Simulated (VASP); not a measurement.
A run of VASP 6.6.1 is set up as follows.

The input INCAR:

```
SYSTEM = InP
PREC = Accurate
ENCUT = 520
EDIFF = 1E-7
ISMEAR = 0
SIGMA = 0.01
LREAL = .FALSE.
LASPH = .TRUE.
NELM = 100
ALGO = Normal
ISIF = 2
LWAVE = .FALSE.
LCHARG = .FALSE.
GGA = PE
NBANDS = 16
```

KPOINTS

```
regular mesh
0
G
  6 6 6
  0 0 0
```

The input POSCAR:

```
InP
1.0
    0.0000000000      2.9690636329      2.9690636329
    2.9690636329      0.0000000000      2.9690636329
    2.9690636329      2.9690636329      0.0000000000
In P
1 1
Direct
    0.0000000000      0.0000000000      0.0000000000
    0.2500000000      0.2500000000      0.2500000000
```

Potentials or basis: VASP PAW PBE potentials, release 64 (In_d, P).

Command:

```bash
$ cat potpaw_PBE.64/In_d/POTCAR potpaw_PBE.64/P/POTCAR > POTCAR
$ mpirun -np 1 vasp_std > vasp.out
```

Problem. What does it give for the band gap on the k mesh?

Solution. 0.50 eV, direct.

Problem. Predict the pressure.

Solution. 0.6 GPa.

Caveat: spin-orbit coupling is left out, which moves the levels of the heavy elements.

**What was measured.**

From a printed reference work, data compilation, for a bulk crystal of InP at 1.6 K: band gap 1.4236 eV (direct).

Measured gap of InP: 1.4236 eV (direct; 1.6 K; a printed reference work, data compilation). This calculation gives 0.50 eV (-0.93 eV). Spin-orbit coupling on In is left out. The value is that of PBE, without temperature or zero-point motion. Semilocal functionals fall short of measured gaps as a rule.
